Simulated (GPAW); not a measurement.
# TePb: relaxation of cell and atoms with PBE+D4

The system is TePb.

```
Pb Te
1.0
     4.00229    0.00000    0.00000
     0.00000    4.00229    0.00000
     0.00000    0.00000    4.00229
Pb Te
1 1
Cartesian
  0.0000 0.0000 0.0000
  2.0011 2.0011 2.0011
```

Measurements of this composition are mostly on another form, of space group No. 225.

```
Program             : GPAW 26.7.0
Task                : relaxation of cell and atoms
Functional          : PBE
Dispersion          : D4
Potentials or basis : GPAW PAW data sets (gpaw-data 1.2.1)
Cutoff              : 600 eV
Basis               : pw
k mesh              : 7 × 7 × 7
Occupations         : fermi-dirac, width 0.05 eV
Spin                : no spin polarisation
Target pressure     : 5 GPa
Maxiter             : 150
Optimizer           : BFGS
Fmax                : 0.01 eV/Å
Max steps           : 40
Target pressure     : 5 GPa
Convergence         : density=1e-05 forces=0.0001
```

```
Relaxed volume                                         : 27.45 Å³/atom
Relaxed cell                                           : a = 3.800 Å, b = 3.800 Å, c = 3.800 Å, α = 90.00°, β = 90.00°, γ = 90.00°
Space group after relaxing (to 0.05 Å)                 : Pm-3m (No. 221)
Energy change on relaxing (the enthalpy is what falls) : +54.0 meV/atom
Ionic steps                                            : 7
Pressure after relaxing                                : 5.0 GPa
Band gap on the k mesh                                 : none (metal or under the smearing width)
Dispersion energy per atom                             : -0.524 eV
```

The path:
| step | energy change (eV) | largest force (eV/Å) | pressure (GPa) | volume (Å³) |
| --- | --- | --- | --- | --- |
| 1 | 0.0000 | 0.0000 | 3.08 | 64.11 |
| 2 | 0.0129 | 0.0000 | 3.89 | 63.58 |
| 3 | 0.0235 | 0.0000 | 0.75 | 62.88 |
| 4 | 0.0225 | 0.0000 | -0.62 | 61.94 |
| 5 | 0.0380 | 0.0000 | 2.11 | 58.02 |
| 6 | 0.1170 | 0.0000 | 5.29 | 54.61 |
| 7 | 0.1080 | 0.0000 | 5.00 | 54.89 |

Final structure:
```
CELL_PARAMETERS angstrom
3.80042 0.00000 0.00000
0.00000 3.80042 0.00000
0.00000 0.00000 3.80042
ATOMIC_POSITIONS crystal
Pb 0.00000 0.00000 0.00000
Te 0.50000 0.50000 0.50000
```

Levels at points of the mesh, in eV from the Fermi level:
| k point | band 8 | band 9 | band 10 | band 11 | band 12 | band 13 |
| --- | --- | --- | --- | --- | --- | --- |
| (0.00, 0.00, 0.00) | -1.87 | -1.87 | -1.87 | 3.89 | 3.89 | 6.42 |

It took 100 s on 1 thread of Arm Neoverse V1, with other jobs on the host, peak memory 0.24 GiB.

Caveat: later steps reuse the first step's grids; pairwise dispersion overbinds metals, which lowers pressure and volume. Spin-orbit coupling is left out, which matters for the levels of Pb, Te.
